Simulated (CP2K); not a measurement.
Runs of CP2K 2026.2 on TiSi2. The structure is orthorhombic, space group Cmcm (No. 63). Conventional cell: a = 3.530 Å, b = 13.519 Å, c = 3.565 Å, α = 90.00°, β = 90.00°, γ = 90.00°. Ti (site symmetry m2m) has 10 Si at 2.58 to 2.81 Å as nearest neighbours. Around Si (site symmetry m2m) lie 4 Si at 2.51 Å and 4 Ti at 2.66 to 2.67 Å. Si (site symmetry m2m) has 2 Si at 2.38 Å and 4 Ti at 2.58 Å as nearest neighbours. The cell comes from a database or a generator and needn't be the stable form of this composition.

```tsv
level	cutoff radius of the dispersion sum (A)	cutoff of the non-local correlation (Ry)	gap on the mesh (eV)	pressure (GPa)	largest force (eV/Å)
PBE+D3	20	-	none	-3.6	0.19
PBE+D3(BJ)	20	-	none	-5.0	0.17
PBE	-	-	none	1.2	0.18
PBE+D3(BJ)+ATM	20	-	none	-4.2	0.17
PBE+D4	20	-	none	-3.1	0.17
PBE+rVV10	-	150 Ry	none	(b)	(a)
PBE+D2	20	-	none	-1.9	0.06
```

Alike in all rows: task single point; potentials or basis POTENTIAL_UZH Ti GTH-PBE-q12, Si GTH-PBE-q4; DZVP-MOLOPT-PBE-GTH basis; no spin polarisation; cell as given; k mesh 8 × 8 × 8; smearing fermi-dirac 0.05 eV.

Problem. Estimate the missing entries.

Solution. (a) 0.20; (b) 0.6.

Caveats: the basis of atomic orbitals isn't converged, which shifts pressures, moduli and gaps; pairwise dispersion overbinds metals, which lowers pressure and volume (some runs).

A gap of «none» marks a metal or a gap under the smearing width.
